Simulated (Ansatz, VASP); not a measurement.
**One calculation of GaAs, two programs**

```
Ga As
1.0
     3.33662    0.00000    0.00000
    -1.66831    2.88960    0.00000
     0.00000    0.00000    7.20710
Ga As
2 2
Direct
  0.00000 0.00000 0.00000
  0.00000 0.00000 0.50000
  0.33333 0.66667 0.25000
  0.66667 0.33333 0.75000
```

Change from the starting cell: ordered vacancies on the anion sites of aluminium diboride (P6_3/mmc, No. 194).

Alike in both runs: task single point; functional PBE; k mesh 6 × 6 × 4; occupations gaussian, width 0.1 eV; no spin polarisation.

```csv
,VASP,Ansatz
version,VASP 6.6.1,Ansatz 0.2.0
potentials or method,"VASP PAW PBE potentials, release 64 (Ga_d, As)","scalar-relativistic, plane waves, PAW"
plane-wave cutoff (eV),520,420
valence electrons in the cell,36,56
```

```tsv
	VASP	Ansatz	Ansatz less VASP
gap on the k mesh at the Fermi level (eV)	none	none	-
pressure (GPa)	11.4	11.0	-0.40
largest component of the traceless stress (GPa)	8.37	8.44	+0.069
```

A gap of «none» marks a metal or a gap that the smearing closes. The two sets of potentials don't hold the same shells in valence.

Caveats: the k mesh is coarse (spacing up to 0.36 Å⁻¹), so the values aren't converged.
